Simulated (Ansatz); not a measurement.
Below is a relaxed structure of Co2Si. The cell was found from a structure generator's guess, not taken from experiment.

These are results of DFT PBE, scalar-relativistic, plane waves, PAW (Ansatz 0.2.0), not measurements. Cutoff 420 eV, Γ-centred mesh, Gaussian smearing, collinear spin.

```xyz
3
Lattice="3.7920 0.0000 0.0000 0.0000 3.7920 0.0000 0.0000 0.0000 2.6125" Properties=species:S:1:pos:R:3 pbc="T T T"
Co    1.8960    0.0000    1.3062
Co    0.0000    1.8960    1.3062
Si    1.8960    1.8960    0.0000
```

The zero of energy is the elements' standard structures at the same level; no fitted shifts are applied.

**Question.** What space group does it have?

**Answer.** P4/mmm (No. 123). Conventional cell: a = 3.792 Å, c = 2.612 Å. Around Co lie 4 Si at 2.30 Å and 6 Co at 2.61–2.68 Å; Si has 8 Co at 2.30 Å and 2 Si at 2.61 Å.

**Question.** How far does it lie from the elements in energy?

**Answer.** −0.01 eV/atom. The formation energy is too near zero to say whether this cell lies below the elements.

**Question.** Is it a metal?

**Answer.** Yes, bands cross the Fermi level on the 12×12×18 mesh.

**Question.** Which magnetic moments does it keep?

**Answer.** 0.46 μB per atom net, the space between the atoms included; by site: Co 0.7 (×2) μB.

The last run used collinear spin, a 12×12×18 mesh (in the run's order of axes) for its 3-atom cell and Gaussian smearing of 0.10 eV. For metals, differences of a few meV/atom aren't resolved. Another magnetic order may lie lower. Symmetry constrained the relaxation, so the result can be a saddle point. Another cell of Co2Si relaxed alike, in P4/mmm, lies 33 meV/atom lower, so this cell isn't the stable form at this level.
